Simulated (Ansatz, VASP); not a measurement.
**Two plane-wave programs on AlCo**

```xyz
8
Lattice="2.8226 0.0000 0.0000 0.0000 3.9917 0.0000 0.0000 0.0000 22.9876" Properties=species:S:1:pos:R:3 pbc="T T T"
Al    0.0000    1.9959    8.5000
Al    0.0000    0.0000   10.4959
Al    0.0000    1.9959   12.4904
Al    0.0000    0.0000   14.5852
Co    1.4113    0.0000    8.5000
Co    1.4113    1.9959   10.4959
Co    1.4113    0.0000   12.4734
Co    1.4113    1.9959   14.3997
```

Alike in both runs: functional PBEsol; k mesh 10 × 7 × 1; occupations gaussian, width 0.1 eV; no spin polarisation.

Ansatz relaxed the structure, and its values are those at the end. VASP's run is a single point on that final structure, the one shown.

|  | VASP | Ansatz |
| --- | --- | --- |
| version | VASP 6.6.1 | Ansatz 0.2.0 |
| potentials or method | VASP PAW PBE potentials, release 64 (Al, Co) | scalar-relativistic, plane waves, PAW |
| plane-wave cutoff (eV) | 520 | 420 |
| valence electrons in the cell | 48 | 80 |

|  | VASP | Ansatz | Ansatz less VASP |
| --- | --- | --- | --- |
| gap on the k mesh at the Fermi level (eV) | none | none | - |
| rms of the force components (eV/Å) | 0.195 | 0.200 | +0.0041 |

A gap of «none» marks a metal or a gap that the smearing closes. The two sets of potentials don't hold the same shells in valence.

Caveats: the PAW data sets were made with another functional, which shifts forces and pressure a little (VASP). Spin polarisation is off, so any magnetic state and its effect on volume and gap are missing.
